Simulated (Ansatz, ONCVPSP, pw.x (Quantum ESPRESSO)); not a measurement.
## pw.x on bcc Os: one setting changed

Potential: optimised norm-conserving Vanderbilt (ONCV), ONCVPSP 4.0.1, PBE; core [Kr] 4d10 4f14, reference 5s2 5p6 5d6 6s2; waves: 5s+6s: rc 1.70 bohr, ncon 4, nbas 8, qcut 8 1/bohr, 2 projectors; 5p: rc 1.40 bohr, ncon 4, nbas 8, qcut 10.9 1/bohr, 2 projectors, debl 0.4 Ha; 5d: rc 1.70 bohr, ncon 3, nbas 7, qcut 6.4 1/bohr, 1 projector; local part: polynomial inside 1.15 bohr (lpopt 5, dvloc0 3 Ha); core correction: polynomial model core, fcfact 0.55. In the p channel the program set the typed energies aside and used -1.868, 0.250 Ha.

The reference run (k-mesh 15³, cutoffs 105/420 Ry, Fermi–Dirac 0.01 Ry, mixing_beta 0.4, conv_thr 1e-9, no spin) gives -4.47 GPa at 14.794 Å³/atom, where all-electron LAPW gives -0.02 GPa. This run, with its own iteration cap, changes k-mesh shift to 1.

```
&control
  calculation='scf', prefix='x', pseudo_dir='./', outdir='./tmp', tstress=.true., disk_io='none'
/
&system
  ibrav=0, nat=1, ntyp=1, ecutwfc=105, ecutrho=420, nbnd=16,
  occupations='smearing', smearing='fd', degauss=0.01
/
&electrons
  conv_thr=1e-09, mixing_beta=0.4, electron_maxstep=60
/
ATOMIC_SPECIES
Os 1.0 Os.UPF
CELL_PARAMETERS angstrom
  -1.54647133 1.54647133 1.54647133
  1.54647133 -1.54647133 1.54647133
  1.54647133 1.54647133 -1.54647133
ATOMIC_POSITIONS crystal
Os 0.0000 0.0000 0.0000
K_POINTS automatic
15 15 15 1 1 1
```

```bash
pw.x < Os.scf.in > Os.scf.out
```

Task: How does the run end?

Result: It converges in 7 iterations; the free energy moves by +7.0 meV/atom and the pressure by +0.28 GPa.

```
Message from routine setup:
     using ibrav=0 with symmetry is DISCOURAGED, use correct ibrav instead
     lattice parameter (alat)  =       5.0618  a.u.
     unit-cell volume          =      99.8349 (a.u.)^3
     number of electrons       =        16.00
     number of Kohn-Sham states=           16
     kinetic-energy cutoff     =     105.0000  Ry
     charge density cutoff     =     420.0000  Ry
     scf convergence threshold =      1.0E-09
     Exchange-correlation= PBE
     number of k points=   120  Fermi-Dirac smearing, width (Ry)=  0.0100
     iteration #  1     ecut=   105.00 Ry     beta= 0.40
     total energy              =    -230.56235455 Ry
     estimated scf accuracy    <       0.02695378 Ry
     iteration #  2     ecut=   105.00 Ry     beta= 0.40
     total energy              =    -230.56463389 Ry
     estimated scf accuracy    <       0.00238571 Ry
     iteration #  3     ecut=   105.00 Ry     beta= 0.40
     total energy              =    -230.56495237 Ry
     estimated scf accuracy    <       0.00025851 Ry
     iteration #  4     ecut=   105.00 Ry     beta= 0.40
     total energy              =    -230.56496173 Ry
     estimated scf accuracy    <       0.00000344 Ry
     iteration #  5     ecut=   105.00 Ry     beta= 0.40
     total energy              =    -230.56496285 Ry
     estimated scf accuracy    <       0.00000016 Ry
     iteration #  6     ecut=   105.00 Ry     beta= 0.40
     total energy              =    -230.56496287 Ry
     estimated scf accuracy    <          6.0E-09 Ry
     iteration #  7     ecut=   105.00 Ry     beta= 0.40
     the Fermi energy is    24.8143 ev
!    total energy              =    -230.56496287 Ry
     estimated scf accuracy    <          1.3E-10 Ry
     smearing contrib. (-TS)   =      -0.00683038 Ry
     The total energy is F=E-TS. E is the sum of the following terms:
     one-electron contribution =     -24.52203691 Ry
     hartree contribution      =      23.70567412 Ry
     xc contribution           =     -70.34513604 Ry
     ewald contribution        =    -159.39663366 Ry
     convergence has been achieved in   7 iterations
          total   stress  (Ry/bohr**3)                   (kbar)     P=      -41.85
     Message from routine punch:
     Nothing written, as per user request (disk_io='none')
```

The run took about 25 s on one core of a shared host (Intel(R) Xeon(R) 6975P-C, 192 threads, 756 GiB, load 145).
